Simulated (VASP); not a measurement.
Wanted: the native input for a VASP 6.6.1 run.

* Task: single point
* Functional: PBE
* Potentials or basis: VASP PAW PBE potentials, release 64 (Gd, N)
* Cutoff: 520 eV
* k mesh: 14 × 14 × 14
* Occupations: gaussian, width 0.03 eV
* Spin: non-collinear spin, ferromagnetic start, spin-orbit coupling
* Starting moments: [[0, 0, 7.0], [0, 0, 0.0]] μB
* Further INCAR settings: ALGO = Normal; EDIFF = 1e-07; ISYM = 0; AMIX = 0.2; BMIX = 0.0001

The structure of GdN lies in POSCAR:

```
GdN                                     
1.0
   -0.0000000000      2.4919730627      2.4919730627
    2.4919730627      0.0000000000      2.4919730627
    2.4919730627      2.4919730627      0.0000000000
  Gd              N             
     1     1
Direct
     0.0000000000000000    0.0000000000000000    0.0000000000000000
     0.5000000000000000    0.5000000000000000    0.5000000000000000
```

The input as run:

INCAR

```
  PREC = Accurate
  ENCUT = 520
  EDIFF = 1E-7
  ISMEAR = 0
  SIGMA = 0.03
  LREAL = F
  LASPH = T
  NELM = 150
  ALGO = Normal
  ISIF = 2
  LWAVE = F
  LCHARG = F
  MAGMOM = 0 0 7 0 0 0
  LORBIT = 11
  LSORBIT = T
  GGA_COMPAT = F
  LORBMOM = T
  LMAXMIX = 6
  GGA = PE
  AMIX = 0.2
  BMIX = 1E-4
  AMIX_MAG = 0.8
  BMIX_MAG = 1E-4
  SAXIS = 0.707107 0.707107 0.000000
  ISYM = 0
  KPAR = 4
```

KPOINTS

```
Automatic mesh
0
Gamma
  14 14 14
```

Potentials or basis: VASP PAW PBE potentials, release 64 (Gd, N).

Run with:

```console
$ cat potpaw_PBE.64/Gd/POTCAR potpaw_PBE.64/N/POTCAR > POTCAR
$ mpirun -np 4 vasp_ncl > vasp.out
```

It gave:

```
Pressure                                              : 0.0 GPa
Net moment                                            : 6.96 μB per cell
Valence electrons inside the program's atomic spheres : Gd 15.25; N 3.63
```

Caveat: a cell with one magnetic atom can't hold antiferromagnetic order, which such compounds often take.

It took 57 min on 4 MPI ranks on Intel(R) Xeon(R) 6975P-C (Granite Rapids) (shared host), peak memory 4.2 GiB a rank.
